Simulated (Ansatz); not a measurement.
## BN (P6_3/mmc): band gap by G0W0 on PBE

How far does one-shot GW move the PBE gap of BN (P6_3/mmc)?

Calculated with Ansatz 0.2.0; PBE, then G0W0 on it, plane waves, PAW.

The database entry behind the starting cell differs from later determinations by our own check (about 0.3 % short, minor phase), so it need not match the best structure at ambient conditions.

### Step 1. The starting structure

It takes space group P6_3/mmc (No. 194, hexagonal). The conventional cell has a = 2.498 Å, b = 2.498 Å, c = 6.636 Å, α = 90.00°, β = 90.00°, γ = 120.00°. B has 3 N at 1.44 Å nearest. Nearest to N lie 3 B at 1.44 Å. Farther neighbours and most contacts between anions are not listed.

The cell and positions come from the Crystallography Open Database and are kept as given unless a step says otherwise. The default PAW set here is soft_2. Its files were made with PBE.

### Step 2. Bands along the symmetry lines

Levels along a band path and on the mesh show where this functional puts the band edges.

This step: DFT, PBE, plane waves, PAW.

Input file input.yaml:

```yaml
crystal:
  lattice:
    - [2.49824, 0.0, 0.0]
    - [-1.24912, 2.1635393048, 0.0]
    - [0.0, 0.0, 6.6357]
  atoms:
    - { symbol: B, position: [0.3333333333, 0.6666666667, 0.25] }
    - { symbol: B, position: [0.6666666667, 0.3333333333, 0.75] }
    - { symbol: "N", position: [0.3333333333, 0.6666666667, 0.75] }
    - { symbol: "N", position: [0.6666666667, 0.3333333333, 0.25] }
kpoints:
  mp_grid: { grid: [12, 12, 4] }
  band_path:
    path:
      - [[0.0, 0.0, 0.0], [0.5, 0.0, 0.0], [0.33333333, 0.33333333, 0.0], [0.0, 0.0, 0.0], [0.0, 0.0, 0.5], [0.5, 0.0, 0.5], [0.33333333, 0.33333333, 0.5], [0.0, 0.0, 0.5]]
      - [[0.5, 0.0, 0.5], [0.5, 0.0, 0.0]]
      - [[0.33333333, 0.33333333, 0.5], [0.33333333, 0.33333333, 0.0]]
    npoints: 10
hamiltonian:
  xc: pbe
scf:
  occupations: { method: fermi_dirac, width: 0.02 }
  n_extra_bands: 5
output:
  eigenvalues: true
  write_density: true
  write_potential: true
  elf: true
  volumetric_format: npy
```

Command:

```console
$ ansatz run input.yaml --threads 2 --pin off --max-ram 92160MiB --backend cuda --events-out ev --progress --plain --runs-dir out --devices 1 --max-vram 13GiB  # rebuilt from the run's record
```

Numbers of over 12 decimals in the logs are rounded to 6 here.

What it wrote:

```text
scf.n_extra_bands = 5 over 8 filled bands (N_el = 16.0): the run solves 13 bands
GPUs: using 1 of 1 available (devices: 1).
Engine: ansatz 0.2.0, x86_64-unknown-linux-gnu
Pseudopotentials: kind: paw
Pseudopotential: B, paw, valence charge 3, recommended cutoff 420 eV (normal), B.paw.azcp
Pseudopotential: N, paw, valence charge 5, recommended cutoff 420 eV (normal), N.paw.azcp
Functional definition: PBE
  parameter kappa = 0.804
  parameter beta = 0.066725
  exchange = pbe_x(kappa = kappa, mu = beta*pi^2/3)
  correlation = pbe_c(beta = beta)
device memory: the entry about to start is reckoned to put 1.2 GiB on a device that reports 76.0 GiB free (of which the cap on the GPU budget leaves the run 13.0 GiB)
GPU FFT provider: cuFFT
GPU libraries: cuBLAS 13.8.2, cuFFT 12.4.0, cuSOLVER 12.3.4
Crystal: 4 atoms, lattice volume = 35.866 Å³
Basis set: ecut = 420 eV, 689 PW (Γ)
Bands: 13, of which v1, the nominal top of the filled ones, is band 8 counted from 1 (7 counted from 0)
Symmetry: 24 space group operations
Space group: P63/mmc (ITA 194), of the structure as read, at distance tolerance 3.3e-5 Å
k-points: 57 of 576
Non-local potential: B, projectors of the file, l = 0: 2, l = 1: 2, l = 2: 1
Non-local potential: N, projectors of the file, l = 0: 2, l = 1: 2, l = 2: 1
PAW form: soft (Blöchl's): semilocal exchange-correlation on the pseudo side does not see the compensation charge
PAW one-centre angular grid: B, 110 points (default); XC on 64 Gauss nodes
PAW one-centre angular grid: N, 110 points (default); XC on 64 Gauss nodes
Initial density: superposition of atomic densities (neutral atoms: chi_scale 0, normalization atom), corrected by the library's trained network
Initial wavefunctions: pseudopotential atomic-orbital guess
GPU buffer pool allocated for 14580 grid points (all kernels)
GPU transforms: local potential and band sums: pruned to the plane-wave sphere, on 18×18×45
Functional: x = pbe(κ = 0.804, μ = 0.219515), c = pbe(β = 0.066725)
SCF iter   1: F=—  HF=-1084.800422 eV  |F-HF|=—  |Δ(HF+E_count)|=         —  Δρ=1.47e-3  dr2=2.10e-4  ethr=1.77e-3  ⟨swp⟩=6.1  Hψ=4506  notcnv=0
preconditioner: auto → none  [insulator: Δε(μ)=4.289 eV  Ē_g=16.650 eV  σ=0.020 eV  W_gap=1.00  n_scr=4 (ndim 8)  ℏωp=24.8 eV  f_vac=0.022  D(μ)=0.00/eV (n_scr^D=0)  ε∞_Penn≈3.2]
SCF iter   2: F=—  HF=-1084.801471 eV  |F-HF|=—  |Δ(HF+E_count)|=   1.05e-3  Δρ=7.45e-4  dr2=4.27e-5  ethr=1.32e-6  ⟨swp⟩=2.2  Hψ=1832  notcnv=0  defer=38
SCF iter   3: F=—  HF=-1084.801794 eV  |F-HF|=—  |Δ(HF+E_count)|=   3.23e-4  Δρ=3.38e-4  dr2=8.66e-6  ethr=2.67e-7  ⟨swp⟩=2.0  Hψ=1097  notcnv=0  defer=38
iter 4 did not close the SCF: its close was put off for the readings that it lacked (scf_convergence_deferred on its scf_iter line)
SCF iter   4: F=-1084.801869 eV  HF=-1084.801869 eV  |F-HF|=3.17e-7  |Δ(HF+E_count)|=   7.53e-5  Δρ=2.31e-5  dr2=6.56e-8  ethr=5.41e-8  ⟨swp⟩=2.1  Hψ=1138  notcnv=0  defer=38
iter 5 did not close the SCF: its close was put off for the readings that it lacked (scf_convergence_deferred on its scf_iter line)
SCF iter   5: F=-1084.801869 eV  HF=-1084.801869 eV  |F-HF|=8.09e-9  |Δ(HF+E_count)|=   3.47e-7  Δρ=4.81e-6  dr2=4.99e-9  ethr=4.10e-10  ⟨swp⟩=2.0  Hψ=1136  notcnv=0  defer=38
SCF iter   6: F=-1084.801869 eV  HF=-1084.801869 eV  |F-HF|=2.30e-10  |Δ(HF+E_count)|=   1.05e-8  Δρ=6.49e-7  dr2=7.89e-11  ethr=3.12e-11  ⟨swp⟩=4.2  Hψ=2895  notcnv=0
SCF 1 converged in 6 iterations: F = -1084.801869 eV  dr2 = 7.89e-11
  greatest PAW one-centre occupation: 0.798 electrons in one spin orbital (limit 2), on the N atom at site 2 (counted from 0), in its partial waves of l = 0
device memory: the entry about to start is reckoned to put 0.8 GiB on a device that reports 74.7 GiB free (of which the cap on the GPU budget leaves the run 13.0 GiB)
NSCF: frozen V_eff on 93 k-points, pencils in batches of 32, up to order 60
SCF converged after 6 iterations
Free energy (F): -1084.801869 eV
Harris-Foulkes:  -1084.801869 eV  (|F-HF|=2.30e-10)
Internal energy: -1084.801869 eV  (E = F + TS)
E sigma→0 (E₀):  -1084.801869 eV
Fermi energy:    6.955085 eV
--- Per-component energies (eV) ---
  E_band       = -37.449839
  E_kinetic    = 367.634256
  E_local      = -693.890090  (includes V_loc(G=0)·N_el)
  E_nonlocal   = 115.817566
  E_hartree    = 223.929579
  E_xc         = -184.631298
  E_vxc        = -229.080254  (∫ρ·V_xc dr)
  E_paw        = -413.730872  (= ΣΔE_a)
  E_vpaw       = -45.790782  (= ΣTr[D̂ρ^β])
  E_aug_tail   = 0.000198  (compensation charges beyond the density's cutoff)
  E_ewald      = -499.931209
  E_smearing   = -0.000000  (= −TS)
  E_closure    = 0.000000  (closes the sum)
  Σ components = -1084.801869   (vs F -1084.801869, Δ=0.00e0)
--- Band table (eV; the first three rows and the last of 57) ---
  k-point 0: bands = [... 4 lower, 3.4723, 3.4723, 3.5094, 3.5094, 10.0609, 15.1421, 16.4271, 16.4271, ... 1 higher]
  k-point 1: bands = [... 4 lower, 3.4778, 3.4778, 3.5036, 3.5036, 10.7629, 14.2441, 16.4450, 16.4450, ... 1 higher]
  k-point 2: bands = [... 4 lower, 3.4903, 3.4903, 3.4903, 3.4903, 12.4360, 12.4360, 16.4878, 16.4878, ... 1 higher]
  k-point 56: bands = [... 4 lower, -2.3641, -2.3641, 4.7929, 4.7929, 9.4565, 9.4565, 16.8378, 16.8378, ... 1 higher]
```

It took 7.5 s on 1 × NVIDIA H100 80GB HBM3 (shared by 6 runs) with 2 threads of AMD EPYC 7R13 (Zen 3), shared host; peak memory 0.88 GiB.

Reading the cycles: dr2 is the Hartree energy of the density residual (eV), the measure of convergence; HF is the Harris–Foulkes estimate of the energy, which meets the free energy F at convergence.

Numbers from this step:

```yaml
filled_bands: 8
gap: 4.252 eV
valence_top_at: k = (0.300, 0.300, 0.000)
conduction_bottom_at: M
least_direct_gap: 4.664 eV
```

Over mesh and path the gap is 4.252 eV, from k = (0.300, 0.300, 0.000) to k = (0.500, 0.000, 0.000). The least direct gap found is 4.664 eV, at k = (0.333, 0.333, 0.500). On the 12×12×4 mesh alone the same run gives 4.295 eV, so that mesh misses an edge of PBE: 4.295 − 4.252 = +0.043 eV.

The electronic bands at the labelled points (eV, zero at the top of the highest nominally filled band; v1 is the highest filled band, c1 the lowest empty one):

| point | v4 | v3 | v2 | v1 | c1 | c2 | c3 | c4 |
| --- | --- | --- | --- | --- | --- | --- | --- | --- |
| Γ | -1.36 | -1.36 | -1.33 | -1.33 | 5.23 | 10.31 | 11.59 | 11.59 |
| halfway | -4.65 | -3.00 | -2.95 | -2.72 | 7.06 | 8.79 | 9.32 | 10.62 |
| M | -4.20 | -4.13 | -1.49 | -0.48 | 4.25 | 5.63 | 9.56 | 10.00 |
| halfway | -5.55 | -5.48 | -1.05 | -0.21 | 4.49 | 5.45 | 11.26 | 12.04 |
| K | -7.19 | -7.19 | -0.12 | -0.12 | 4.84 | 4.84 | 10.77 | 13.24 |
| halfway | -4.12 | -3.97 | -3.92 | -2.27 | 7.75 | 8.40 | 8.44 | 12.25 |
| Γ | -1.36 | -1.36 | -1.33 | -1.33 | 5.23 | 10.31 | 11.59 | 11.59 |
| halfway | -1.36 | -1.36 | -1.33 | -1.33 | 5.93 | 9.41 | 11.61 | 11.61 |
| A | -1.35 | -1.35 | -1.35 | -1.35 | 7.60 | 7.60 | 11.65 | 11.65 |
| halfway | -3.76 | -3.76 | -2.98 | -2.98 | 8.19 | 8.19 | 10.33 | 10.33 |
| L | -4.17 | -4.17 | -0.97 | -0.97 | 4.72 | 4.72 | 9.96 | 9.96 |
| halfway | -5.52 | -5.52 | -0.59 | -0.59 | 4.77 | 4.77 | 11.95 | 11.95 |
| H | -7.20 | -7.20 | -0.04 | -0.04 | 4.62 | 4.62 | 12.00 | 12.00 |
| halfway | -3.95 | -3.95 | -3.26 | -3.26 | 7.97 | 7.97 | 10.86 | 10.86 |
| A | -1.35 | -1.35 | -1.35 | -1.35 | 7.60 | 7.60 | 11.65 | 11.65 |
| jump to L | -4.17 | -4.17 | -0.97 | -0.97 | 4.72 | 4.72 | 9.96 | 9.96 |
| halfway | -4.19 | -4.14 | -1.33 | -0.61 | 4.34 | 5.31 | 9.73 | 10.01 |
| M | -4.20 | -4.13 | -1.49 | -0.48 | 4.25 | 5.63 | 9.56 | 10.00 |
| jump to H | -7.20 | -7.20 | -0.04 | -0.04 | 4.62 | 4.62 | 12.00 | 12.00 |
| halfway | -7.20 | -7.20 | -0.08 | -0.08 | 4.73 | 4.73 | 11.09 | 13.27 |
| K | -7.19 | -7.19 | -0.12 | -0.12 | 4.84 | 4.84 | 10.77 | 13.24 |

ELF in the ac plane at fractional y = 0.333, with atoms of B and N within 0.2 Å of it. It is the smooth field of the valence electrons, not physical close to the nuclei.

Ten even steps from '_' (0.00) to '@' (0.83), each cell a mean:
```
__________________________
::::::::::::::::......::::
++++++++++++==--------==++
############**==::::--++##
%%%%##%%%%%%##--____..**%%
@@%%%%%%@@@@##::______++@@
@@%%##%%%%%%##--____..**%%
############**==....--++##
****++****++++==------==++
--------------::::::::::--
__........________________
__________________________
____________....::::......
::......::--==++****++++--
++--::::==**%%%%%%%%%%%%##
##==--==**%%@@@@@@@@@@@@@@
%%++--==%%@@@@%%++++##@@@@
@@**--++%%@@@@++..__==%%@@
@@**--==%%@@@@##----**@@@@
##++--==##@@@@@@%%%%@@@@@@
**--::--++##%%@@@@@@@@%%##
--......::==****######**++
__________..::::----::::..
__________________________
```
Columns run along a (2.5 Å), rows up along c (6.6 Å). Atoms in or near the plane, at fractional coordinates: B at (0.67, 0.75), N at (0.67, 0.25).

Valence density in the ac plane at fractional y = 0.333, with atoms of B and N within 0.2 Å of it. It is the smooth field of the valence electrons, not physical close to the nuclei.

Values in e/Å³, 24 rows by 13 columns, each cell a mean:
```
0.0 0.0 0.0 0.0 0.0 0.0 0.0 0.0 0.0 0.0 0.0 0.0 0.0
0.1 0.1 0.1 0.1 0.1 0.1 0.1 0.1 0.1 0.1 0.1 0.1 0.1
0.2 0.2 0.2 0.2 0.2 0.2 0.2 0.2 0.2 0.2 0.2 0.2 0.2
0.4 0.5 0.5 0.5 0.5 0.5 0.5 0.4 0.4 0.4 0.4 0.4 0.4
0.8 0.8 0.8 0.8 0.8 0.8 0.8 0.7 0.5 0.4 0.6 0.7 0.8
1.0 1.0 1.0 1.1 1.0 1.0 1.0 0.8 0.4 0.3 0.6 0.9 1.0
0.9 0.9 0.9 0.9 0.9 0.9 0.9 0.7 0.5 0.4 0.6 0.8 0.9
0.5 0.5 0.5 0.5 0.5 0.5 0.5 0.5 0.4 0.4 0.5 0.5 0.5
0.3 0.3 0.3 0.3 0.3 0.3 0.3 0.3 0.3 0.3 0.3 0.3 0.3
0.1 0.1 0.1 0.1 0.1 0.1 0.1 0.1 0.1 0.1 0.1 0.1 0.1
0.0 0.0 0.0 0.0 0.0 0.1 0.1 0.1 0.1 0.1 0.1 0.1 0.0
0.0 0.0 0.0 0.0 0.0 0.0 0.0 0.0 0.0 0.0 0.0 0.0 0.0
0.0 0.0 0.0 0.0 0.0 0.0 0.1 0.1 0.1 0.1 0.1 0.1 0.1
0.1 0.1 0.1 0.1 0.1 0.1 0.1 0.2 0.2 0.2 0.2 0.1 0.1
0.2 0.2 0.1 0.2 0.2 0.3 0.4 0.5 0.5 0.5 0.5 0.4 0.3
0.4 0.3 0.3 0.3 0.4 0.6 0.9 1.2 1.5 1.6 1.3 1.0 0.7
0.8 0.5 0.4 0.5 0.7 1.0 1.7 2.6 3.1 3.1 2.8 2.0 1.2
1.0 0.7 0.5 0.6 0.9 1.4 2.4 3.4 3.7 3.7 3.6 2.7 1.7
0.9 0.6 0.5 0.5 0.8 1.2 2.0 3.0 3.4 3.5 3.2 2.4 1.4
0.5 0.4 0.3 0.3 0.5 0.7 1.1 1.6 1.9 2.0 1.7 1.2 0.8
0.3 0.2 0.2 0.2 0.2 0.3 0.5 0.6 0.7 0.7 0.7 0.5 0.4
0.1 0.1 0.1 0.1 0.1 0.1 0.2 0.2 0.2 0.3 0.2 0.2 0.1
0.0 0.0 0.0 0.0 0.0 0.1 0.1 0.1 0.1 0.1 0.1 0.1 0.1
0.0 0.0 0.0 0.0 0.0 0.0 0.0 0.0 0.0 0.0 0.0 0.0 0.0
```
Columns run along a (2.5 Å), rows up along c (6.6 Å). Atoms in or near the plane, at fractional coordinates: B at (0.67, 0.75), N at (0.67, 0.25).

(Continued in part 2 of 2.)

[Paths, hosts, dates, memory and timing lines, banners, echoed tables and standing remarks are left out of the program output.]

[Logs are printed without paths, hosts, clocks, repeated set-up lines and the standing remarks that a program may print on its own settings, such as how far it seeks lower states.]

[Runs of the session that timed out or met a known fault of the program may be left out.]

[Cells called generated may have been cut or substituted from an entry of the Crystallography Open Database or the Materials Project.]

[Hosts, paths, dates, database ids (printed as entryN), source tags and the programs' standing remarks are cut or masked in the printed files.]

[Where an RPA ε∞ is given, it is that of the G0W0 mesh and is not shown converged in it. Names of k-points follow the symmetry that the program found, which can be lower than the space group named. Band edges on a path are those of the sampled points; other points can move an edge, and change direct to indirect where valleys lie close.]

[Hybrid gaps are those of their k-mesh and are not shown converged in it.]
